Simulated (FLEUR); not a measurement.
# MgO (Fm-3m) in FLEUR: further runs

Runs on MgO. Level: SCAN. Tasks: band structure, equation of state.

Everything below comes from runs of FLEUR MaX-R8.1 (later development tree). Logs are shortened: lines on timing, memory, paths and dates and some standing lists are left out, and cuts for length are marked.

**Measured values to compare with.**

“Electronic structure of alkaline earth and post-transition metal oxides”, 2009, arxiv:0908.1581 quotes, for a bulk crystal of MgO: band gap 7.83 eV.

The runs below are set against these values where they give the same quantity.

## Step 1: The structure

Symmetry: Fm-3m, No. 225, cubic system. The conventional cell has a = 4.194 Å, b = 4.194 Å, c = 4.194 Å, α = 90.00°, β = 90.00°, γ = 90.00°. Mg (site symmetry m-3m) has 6 O at 2.10 Å as nearest neighbours. O (site symmetry m-3m) has 6 Mg at 2.10 Å as nearest neighbours.

The cell is a database's computed one.

## Step 2: Band structure, SCAN

Input file inp.xml:

```xml
<?xml version="1.0" encoding="UTF-8" standalone="no"?>
<fleurInput fleurInputVersion="0.39">
   <comment>
      MgO                                                                                                 
   </comment>
   <calculationSetup>
      <cutoffs Kmax="4.97" Gmax="15.4" GmaxXC="15.4" numbands="0"/>
      <scfLoop itmax="60" minDistance="0.00001" maxIterBroyd="15" imix="Anderson" alpha="0.05" precondParam="0.0" spinf="2.0" sdNocoIR="T"/>
      <coreElectrons ctail="F" frcor="F" kcrel="0" coretail_lmax="0"/>
      <xcFunctional name="LibXC" relativisticCorrections="F">
         <LibXCName exchange="mgga_x_scan" correlation="mgga_c_scan"/>
         <AuxGGA exchange="117" correlation="130"/>
      </xcFunctional>
      <magnetism jspins="1"/>
      <soc l_soc="F" theta="0.0" phi="0.0" spav="F"/>
      <expertModes spex="0" secvar="F"/>
      <geometryOptimization l_f="F" forcealpha="1.0" forcemix="BFGS" epsdisp="0.00001" epsforce="0.00001"/>
      <ldaU l_linMix="F" mixParam="0.05" spinf="1.0"/>
   </calculationSetup>
   <cell>
      <bzIntegration valenceElectrons="16.0" mode="hist" fermiSmearingEnergy="0.00183747">
         <kPointListSelection listName="default-1"/>
         <!-- k-points included here -->
         <xi:include xmlns:xi="http://www.w3.org/2001/XInclude" href="kpts.xml"> </xi:include>
[... 32 lines left out ...]
            <stateOccupation state="(2p1/2)" spinUp="0.666667" spinDown="0.666667"/>
            <stateOccupation state="(2p3/2)" spinUp="1.333333" spinDown="1.333333"/>
         </electronConfig>
         <energyParameters s="2" p="2" d="3" f="4"/>
         <lo type="SCLO" l="0" n="2" eDeriv="2"/>
         <lo type="SCLO" l="1" n="2" eDeriv="2"/>
         <lo type="SCLO" l="2" n="3" eDeriv="2"/>
      </species>
   </atomSpecies>
   <atomGroups>
      <atomGroup species="Magnesium (Mg)">
         <relPos label="                   1">.0000000000 .0000000000 .0000000000</relPos>
         <force calculate="T" relaxXYZ="TTT"/>
      </atomGroup>
      <atomGroup species="Oxygen (O)">
         <relPos label="                   2">1.000/2.000 1.000/2.000 1.000/2.000</relPos>
         <force calculate="T" relaxXYZ="TTT"/>
      </atomGroup>
   </atomGroups>
   <output dos="F" band="F" slice="F">
      <checks vchk="F" cdinf="F"/>
      <bandDOS minEnergy="-.5*Htr" maxEnergy="0.5*Htr" sigma="0.015" storeEVData="T"/>
      <vacuumDOS vacdos="F" integ="F" star="F" nstars="0" locx1="0.0" locy1="0.0" locx2="0.0" locy2="0.0" nstm="0" tworkf="0.0"/>
      <unfoldingBand unfoldBand="F" supercellX="1" supercellY="1" supercellZ="1"/>
      <plotting iplot="0" polar="F">
         <plot TwoD="T" vec1="  1.0  0.0  0.0" vec2="  0.0  1.0  0.0" vec3="  0.0  0.0  1.0" zero="  0.0  0.0  0.0" file="plot"/>
      </plotting>
      <chargeDensitySlicing numkpt="0" minEigenval="0.0" maxEigenval="0.0" nnne="0" pallst="F"/>
      <specialOutput eonly="F"/>
      <moessbauerParams electricFieldGradient="T" isomerShift="T" coreHyperfine="T" valenceHyperfine="T"/>
      <magneticCircularDichroism mcd="F" energyLo="-10.0" energyUp="0.0"/>
   </output>
  <!-- We include the file relax.xml here to enable relaxations (see documentation) -->
  <xi:include xmlns:xi="http://www.w3.org/2001/XInclude" href="relax.xml"> <xi:fallback/> </xi:include>
</fleurInput>
```

Input file crystal.txt:

```
MgO
&input cartesian=F /
0.0000000000  2.0970013927  2.0970013927
2.0970013927  0.0000000000  2.0970013927
2.0970013927  2.0970013927  0.0000000000
1.8897261246
1.0 1.0 1.0

2
12 0.0000000000  0.0000000000  0.0000000000
8 0.5000000000  0.5000000000  0.5000000000

&kpt div1=11 div2=11 div3=11 gamma=T /
```

Input file inp.xml (bands):

```
<?xml version="1.0" encoding="UTF-8" standalone="no"?>
<fleurInput fleurInputVersion="0.39">
   <comment>
      MgO                                                                                                 
   </comment>
   <calculationSetup>
      <cutoffs Kmax="4.97" Gmax="15.4" GmaxXC="15.4" numbands="0"/>
      <scfLoop itmax="60" minDistance="0.00001" maxIterBroyd="15" imix="Anderson" alpha="0.05" precondParam="0.0" spinf="2.0" sdNocoIR="T"/>
      <coreElectrons ctail="F" frcor="F" kcrel="0" coretail_lmax="0"/>
      <xcFunctional name="LibXC" relativisticCorrections="F">
         <LibXCName exchange="mgga_x_scan" correlation="mgga_c_scan"/>
         <AuxGGA exchange="117" correlation="130"/>
      </xcFunctional>
      <magnetism jspins="1"/>
      <soc l_soc="F" theta="0.0" phi="0.0" spav="F"/>
      <expertModes spex="0" secvar="F"/>
      <geometryOptimization l_f="F" forcealpha="1.0" forcemix="BFGS" epsdisp="0.00001" epsforce="0.00001"/>
      <ldaU l_linMix="F" mixParam="0.05" spinf="1.0"/>
   </calculationSetup>
   <cell>
      <bzIntegration valenceElectrons="16.0" mode="hist" fermiSmearingEnergy="0.00183747">
         <kPointListSelection listName="path-1"/>
         <!-- k-points included here -->
         <xi:include xmlns:xi="http://www.w3.org/2001/XInclude" href="kpts.xml"> </xi:include>
[... 31 lines left out ...]
            <valenceConfig>(2s1/2) (2p1/2) (2p3/2)</valenceConfig>
            <stateOccupation state="(2p1/2)" spinUp="0.666667" spinDown="0.666667"/>
            <stateOccupation state="(2p3/2)" spinUp="1.333333" spinDown="1.333333"/>
         </electronConfig>
         <energyParameters s="2" p="2" d="3" f="4"/>
         <lo type="SCLO" l="0" n="2" eDeriv="2"/>
         <lo type="SCLO" l="1" n="2" eDeriv="2"/>
         <lo type="SCLO" l="2" n="3" eDeriv="2"/>
      </species>
   </atomSpecies>
   <atomGroups>
      <atomGroup species="Magnesium (Mg)">
         <relPos label="                   1">.0000000000 .0000000000 .0000000000</relPos>
         <force calculate="T" relaxXYZ="TTT"/>
      </atomGroup>
      <atomGroup species="Oxygen (O)">
         <relPos label="                   2">1.000/2.000 1.000/2.000 1.000/2.000</relPos>
         <force calculate="T" relaxXYZ="TTT"/>
      </atomGroup>
   </atomGroups>
   <output dos="F" band="T" slice="F">
      <checks vchk="F" cdinf="F"/>
      <bandDOS minEnergy="-.5*Htr" maxEnergy="0.5*Htr" sigma="0.015" storeEVData="T"/>
      <vacuumDOS vacdos="F" integ="F" star="F" nstars="0" locx1="0.0" locy1="0.0" locx2="0.0" locy2="0.0" nstm="0" tworkf="0.0"/>
      <unfoldingBand unfoldBand="F" supercellX="1" supercellY="1" supercellZ="1"/>
      <plotting iplot="0" polar="F">
         <plot TwoD="T" vec1="  1.0  0.0  0.0" vec2="  0.0  1.0  0.0" vec3="  0.0  0.0  1.0" zero="  0.0  0.0  0.0" file="plot"/>
      </plotting>
      <chargeDensitySlicing numkpt="0" minEigenval="0.0" maxEigenval="0.0" nnne="0" pallst="F"/>
      <specialOutput eonly="F"/>
      <moessbauerParams electricFieldGradient="T" isomerShift="T" coreHyperfine="T" valenceHyperfine="T"/>
      <magneticCircularDichroism mcd="F" energyLo="-10.0" energyUp="0.0"/>
   </output>
  <!-- We include the file relax.xml here to enable relaxations (see documentation) -->
  <xi:include xmlns:xi="http://www.w3.org/2001/XInclude" href="relax.xml"> <xi:fallback/> </xi:include>
</fleurInput>
```

Potentials or basis: all-electron, FLAPW.

On the command line:

```console
$ inpgen -f crystal.txt -profile fastHighL
$ # inp.xml edited to the form shown
$ fleur_MPI
$ fleur_MPI   # second run, on inp.xml (bands)
```

Output:

```text
Welcome to FLEUR        (www.flapw.de)
      MaX-Release 8.1          (www.max-centre.eu)
 func_ids         267         263         267         263
 MetaGGA potential functional detected - V_tau will be computed
 Auxiliary Potential for radial basis: exchange=         117  correlation=         130
The functional 'SCAN exchange of Sun, Ruzsinszky, and Perdew' is an exchange functional, it belongs to the 'MGGA' family and is defined in the reference(s):
[1] J. Sun, A. Ruzsinszky, and J. P. Perdew.,  Phys. Rev. Lett. 115, 036402 (2015)
The functional 'SCAN correlation of Sun, Ruzsinszky, and Perdew' is a correlation functional, it belongs to the 'MGGA' family and is defined in the reference(s):
[1] J. Sun, A. Ruzsinszky, and J. P. Perdew.,  Phys. Rev. Lett. 115, 036402 (2015)
 Using same functional for VXC and EXC

 ========== k-point set info ==========
 Selected k-point list: default-1
 k-point list type: mesh
 11 x 11 x 11
 Number of k points: 56

 ------------Calculation Setup---------------------------
 Number of MPI-tasks      :            1
 Number of PE/node        :            1
 Number of OMP-threads    :            1
 Most efficient MPI parallelization for:
           1           2           4           7           8          14          28          56
 Additional eigenvalue parallelization possible
 Number of basis functions:          341
 Approximate size of matrices (H+S) per k-point:         0.002 GB
 --------------------------------------------------------
The functional 'Hammer, Hansen, and Norskov' is an exchange functional, it belongs to the 'GGA' family and is defined in the reference(s):
[1] B. Hammer, L. B. Hansen, and J. K. Nørskov.,  Phys. Rev. B 59, 7413 (1999)
The functional 'Perdew, Burke & Ernzerhof' is a correlation functional, it belongs to the 'GGA' family and is defined in the reference(s):
[1] J. P. Perdew, K. Burke, and M. Ernzerhof.,  Phys. Rev. Lett. 77, 3865 (1996)
[2] J. P. Perdew, K. Burke, and M. Ernzerhof.,  Phys. Rev. Lett. 78, 1396 (1997)
 Using same functional for VXC and EXC
 Using auxiliary GGA potential for the first iteration of MetaGGA calculation.
 Reset of history
 Reset of history
 Iteration:     1   Distance:      28.21359751 me/bohr^3
The functional 'Hammer, Hansen, and Norskov' is an exchange functional, it belongs to the 'GGA' family and is defined in the reference(s):
[1] B. Hammer, L. B. Hansen, and J. K. Nørskov.,  Phys. Rev. B 59, 7413 (1999)
The functional 'Perdew, Burke & Ernzerhof' is a correlation functional, it belongs to the 'GGA' family and is defined in the reference(s):
[1] J. P. Perdew, K. Burke, and M. Ernzerhof.,  Phys. Rev. Lett. 77, 3865 (1996)
[2] J. P. Perdew, K. Burke, and M. Ernzerhof.,  Phys. Rev. Lett. 78, 1396 (1997)
 Using same functional for VXC and EXC
 Iteration:     2   Distance:      24.01131632 me/bohr^3
The functional 'Hammer, Hansen, and Norskov' is an exchange functional, it belongs to the 'GGA' family and is defined in the reference(s):
[1] B. Hammer, L. B. Hansen, and J. K. Nørskov.,  Phys. Rev. B 59, 7413 (1999)
The functional 'Perdew, Burke & Ernzerhof' is a correlation functional, it belongs to the 'GGA' family and is defined in the reference(s):
[1] J. P. Perdew, K. Burke, and M. Ernzerhof.,  Phys. Rev. Lett. 77, 3865 (1996)
[2] J. P. Perdew, K. Burke, and M. Ernzerhof.,  Phys. Rev. Lett. 78, 1396 (1997)
 Using same functional for VXC and EXC
 Iteration:     3   Distance:      21.20678709 me/bohr^3
The functional 'Hammer, Hansen, and Norskov' is an exchange functional, it belongs to the 'GGA' family and is defined in the reference(s):
[1] B. Hammer, L. B. Hansen, and J. K. Nørskov.,  Phys. Rev. B 59, 7413 (1999)
The functional 'Perdew, Burke & Ernzerhof' is a correlation functional, it belongs to the 'GGA' family and is defined in the reference(s):
[1] J. P. Perdew, K. Burke, and M. Ernzerhof.,  Phys. Rev. Lett. 77, 3865 (1996)
[2] J. P. Perdew, K. Burke, and M. Ernzerhof.,  Phys. Rev. Lett. 78, 1396 (1997)
 Using same functional for VXC and EXC
 Iteration:     4   Distance:       8.64219484 me/bohr^3
The functional 'Hammer, Hansen, and Norskov' is an exchange functional, it belongs to the 'GGA' family and is defined in the reference(s):
[1] B. Hammer, L. B. Hansen, and J. K. Nørskov.,  Phys. Rev. B 59, 7413 (1999)
The functional 'Perdew, Burke & Ernzerhof' is a correlation functional, it belongs to the 'GGA' family and is defined in the reference(s):
[1] J. P. Perdew, K. Burke, and M. Ernzerhof.,  Phys. Rev. Lett. 77, 3865 (1996)
[2] J. P. Perdew, K. Burke, and M. Ernzerhof.,  Phys. Rev. Lett. 78, 1396 (1997)
 Using same functional for VXC and EXC
 Iteration:     5   Distance:       6.77003254 me/bohr^3
The functional 'Hammer, Hansen, and Norskov' is an exchange functional, it belongs to the 'GGA' family and is defined in the reference(s):
[1] B. Hammer, L. B. Hansen, and J. K. Nørskov.,  Phys. Rev. B 59, 7413 (1999)
The functional 'Perdew, Burke & Ernzerhof' is a correlation functional, it belongs to the 'GGA' family and is defined in the reference(s):
[1] J. P. Perdew, K. Burke, and M. Ernzerhof.,  Phys. Rev. Lett. 77, 3865 (1996)
[2] J. P. Perdew, K. Burke, and M. Ernzerhof.,  Phys. Rev. Lett. 78, 1396 (1997)
 Using same functional for VXC and EXC
 Iteration:     6   Distance:       0.93895710 me/bohr^3
The functional 'Hammer, Hansen, and Norskov' is an exchange functional, it belongs to the 'GGA' family and is defined in the reference(s):
[1] B. Hammer, L. B. Hansen, and J. K. Nørskov.,  Phys. Rev. B 59, 7413 (1999)
The functional 'Perdew, Burke & Ernzerhof' is a correlation functional, it belongs to the 'GGA' family and is defined in the reference(s):
[1] J. P. Perdew, K. Burke, and M. Ernzerhof.,  Phys. Rev. Lett. 77, 3865 (1996)
[2] J. P. Perdew, K. Burke, and M. Ernzerhof.,  Phys. Rev. Lett. 78, 1396 (1997)
 Using same functional for VXC and EXC
[... 47 lines left out ...]
[2] J. P. Perdew, K. Burke, and M. Ernzerhof.,  Phys. Rev. Lett. 78, 1396 (1997)
 Using same functional for VXC and EXC
 Iteration:    14   Distance:       0.00719821 me/bohr^3
The functional 'Hammer, Hansen, and Norskov' is an exchange functional, it belongs to the 'GGA' family and is defined in the reference(s):
[1] B. Hammer, L. B. Hansen, and J. K. Nørskov.,  Phys. Rev. B 59, 7413 (1999)
The functional 'Perdew, Burke & Ernzerhof' is a correlation functional, it belongs to the 'GGA' family and is defined in the reference(s):
[1] J. P. Perdew, K. Burke, and M. Ernzerhof.,  Phys. Rev. Lett. 77, 3865 (1996)
[2] J. P. Perdew, K. Burke, and M. Ernzerhof.,  Phys. Rev. Lett. 78, 1396 (1997)
 Using same functional for VXC and EXC
 Iteration:    15   Distance:       0.00042189 me/bohr^3
The functional 'Hammer, Hansen, and Norskov' is an exchange functional, it belongs to the 'GGA' family and is defined in the reference(s):
[1] B. Hammer, L. B. Hansen, and J. K. Nørskov.,  Phys. Rev. B 59, 7413 (1999)
The functional 'Perdew, Burke & Ernzerhof' is a correlation functional, it belongs to the 'GGA' family and is defined in the reference(s):
[1] J. P. Perdew, K. Burke, and M. Ernzerhof.,  Phys. Rev. Lett. 77, 3865 (1996)
[2] J. P. Perdew, K. Burke, and M. Ernzerhof.,  Phys. Rev. Lett. 78, 1396 (1997)
 Using same functional for VXC and EXC
 Iteration:    16   Distance:       0.00002262 me/bohr^3
The functional 'Hammer, Hansen, and Norskov' is an exchange functional, it belongs to the 'GGA' family and is defined in the reference(s):
[1] B. Hammer, L. B. Hansen, and J. K. Nørskov.,  Phys. Rev. B 59, 7413 (1999)
The functional 'Perdew, Burke & Ernzerhof' is a correlation functional, it belongs to the 'GGA' family and is defined in the reference(s):
[1] J. P. Perdew, K. Burke, and M. Ernzerhof.,  Phys. Rev. Lett. 77, 3865 (1996)
[2] J. P. Perdew, K. Burke, and M. Ernzerhof.,  Phys. Rev. Lett. 78, 1396 (1997)
 Using same functional for VXC and EXC
 Iteration:    17   Distance:       0.00002084 me/bohr^3
The functional 'Hammer, Hansen, and Norskov' is an exchange functional, it belongs to the 'GGA' family and is defined in the reference(s):
[1] B. Hammer, L. B. Hansen, and J. K. Nørskov.,  Phys. Rev. B 59, 7413 (1999)
The functional 'Perdew, Burke & Ernzerhof' is a correlation functional, it belongs to the 'GGA' family and is defined in the reference(s):
[1] J. P. Perdew, K. Burke, and M. Ernzerhof.,  Phys. Rev. Lett. 77, 3865 (1996)
[2] J. P. Perdew, K. Burke, and M. Ernzerhof.,  Phys. Rev. Lett. 78, 1396 (1997)
 Using same functional for VXC and EXC
 Iteration:    18   Distance:       0.00000713 me/bohr^3

 ********************************************************************
 Run finished successfully
 Stop message:
   all done
 ********************************************************************
```

It took 36 s on 1 thread of Arm Neoverse V1, shared host; peak memory 0.06 GiB.

What came out:

```
Free energy                                           : -7507.8602 eV
Band gap on the k mesh                                : 5.62 eV, direct
Band gap along the path                               : 5.62 eV, direct
Valence electrons inside the program's atomic spheres : Mg 8.36; O 5.59 (radii Mg 1.97, O 1.7 bohr)
```

Levels at the corners of the path, in eV from the valence-band top:
| point | band 4 | band 5 | band 6 | band 7 | band 8 | band 9 | band 10 | band 11 | band 12 | band 13 |
| --- | --- | --- | --- | --- | --- | --- | --- | --- | --- | --- |
| Γ | -40.28 | -18.35 | 0.00 | 0.00 | 0.00 | 5.62 | 16.85 | 16.85 | 16.85 | 20.92 |
| X | -40.30 | -16.84 | -4.14 | -1.39 | -1.39 | 9.97 | 11.16 | 14.31 | 20.51 | 20.51 |
| W | -40.31 | -16.77 | -3.00 | -3.00 | -1.80 | 12.68 | 12.68 | 13.46 | 16.80 | 23.43 |
| K | -40.30 | -16.81 | -3.54 | -2.74 | -1.18 | 11.04 | 13.02 | 13.67 | 19.58 | 19.65 |
| Γ | -40.28 | -18.35 | 0.00 | 0.00 | 0.00 | 5.62 | 16.85 | 16.85 | 16.85 | 20.92 |
| L | -40.28 | -17.05 | -4.67 | -0.68 | -0.68 | 8.80 | 13.84 | 17.55 | 17.55 | 22.45 |
| U | -40.30 | -16.81 | -3.54 | -2.74 | -1.18 | 11.04 | 13.02 | 13.67 | 19.58 | 19.65 |
| W | -40.31 | -16.77 | -3.00 | -3.00 | -1.80 | 12.68 | 12.68 | 13.46 | 16.80 | 23.43 |
| L | -40.28 | -17.05 | -4.67 | -0.68 | -0.68 | 8.80 | 13.84 | 17.55 | 17.55 | 22.45 |
| K | -40.30 | -16.81 | -3.54 | -2.74 | -1.18 | 11.04 | 13.02 | 13.67 | 19.58 | 19.65 |
| U | -40.30 | -16.81 | -3.54 | -2.74 | -1.18 | 11.04 | 13.02 | 13.67 | 19.58 | 19.65 |
| X | -40.30 | -16.84 | -4.14 | -1.39 | -1.39 | 9.97 | 11.16 | 14.31 | 20.51 | 20.51 |

Core levels (eV from the Fermi level):
| atom | levels |
| --- | --- |
| 1 Mg | 1s1/2 -1251.6 |
| 2 O | 1s1/2 -502.8 |

Caveat: the meta-GGA is that of a development version, with a GGA for the radial functions and cores and without core tails.

## Step 3: Equation of state, SCAN, 8.67 Å³/atom (volume scaled by 0.94)

Changes to inp.xml since step 2:

```diff
@@ -6,3 +6,3 @@
    <calculationSetup>
-      <cutoffs Kmax="4.97" Gmax="15.4" GmaxXC="15.4" numbands="0"/>
+      <cutoffs Kmax="5.13" Gmax="15.9" GmaxXC="15.9" numbands="0"/>
       <scfLoop itmax="60" minDistance="0.00001" maxIterBroyd="15" imix="Anderson" alpha="0.05" precondParam="0.0" spinf="2.0" sdNocoIR="T"/>
@@ -27,3 +27,3 @@
       <xi:include xmlns:xi="http://www.w3.org/2001/XInclude" href="sym.xml"> </xi:include>
-      <bulkLattice scale="1.0">
+      <bulkLattice scale="0.9795861087">
          <bravaisMatrix>
@@ -37,3 +37,3 @@
       <species name="Magnesium (Mg)" element="Mg" atomicNumber="12">
-         <mtSphere radius="1.97" gridPoints="651" logIncrement="0.017"/>
+         <mtSphere radius="1.91" gridPoints="651" logIncrement="0.017"/>
          <atomicCutoffs lmax="8" lnonsphr="6"/>
@@ -51,3 +51,3 @@
       <species name="Oxygen (O)" element="O" atomicNumber="8">
-         <mtSphere radius="1.7" gridPoints="563" logIncrement="0.019"/>
+         <mtSphere radius="1.65" gridPoints="563" logIncrement="0.019"/>
          <atomicCutoffs lmax="8" lnonsphr="6"/>
```

Potentials or basis: all-electron, FLAPW.

On the command line:

```console
$ inpgen -f crystal.txt -profile fastHighL
$ # inp.xml edited to the form shown
$ fleur_MPI
```

It took 36 s on 1 thread of Arm Neoverse V1, shared host; peak memory 0.08 GiB.

Results (log left out):

| Property | Result |
| --- | --- |
| Free energy | -7507.8204 eV |
| Band gap on the k mesh | 6.32 eV, direct |
| Valence electrons inside the program's atomic spheres | Mg 8.33; O 5.48 (radii Mg 1.91, O 1.65 bohr) |

Caveat: the meta-GGA is that of a development version, with a GGA for the radial functions and cores and without core tails.

## Step 4: Equation of state, SCAN, 8.85 Å³/atom (volume scaled by 0.96)

Changes to inp.xml since step 3:

```diff
@@ -27,3 +27,3 @@
       <xi:include xmlns:xi="http://www.w3.org/2001/XInclude" href="sym.xml"> </xi:include>
-      <bulkLattice scale="0.9795861087">
+      <bulkLattice scale="0.9864848297">
          <bravaisMatrix>
```

On the command line:

```console
$ inpgen -f crystal.txt -profile fastHighL
$ # inp.xml edited to the form shown
$ fleur_MPI
```

Run time: 37 s. Hardware: 1 thread of Arm Neoverse V1, shared host; peak memory 0.09 GiB.

It converged, with:

| Item | Value |
| --- | --- |
| Free energy | -7507.8428 eV |
| Band gap on the k mesh | 6.10 eV, direct |
| Valence electrons inside the program's atomic spheres | Mg 8.32; O 5.47 (radii Mg 1.91, O 1.65 bohr) |

Caveat: the meta-GGA is that of a development version, with a GGA for the radial functions and cores and without core tails.

(Part 1 of 2 ends here.)
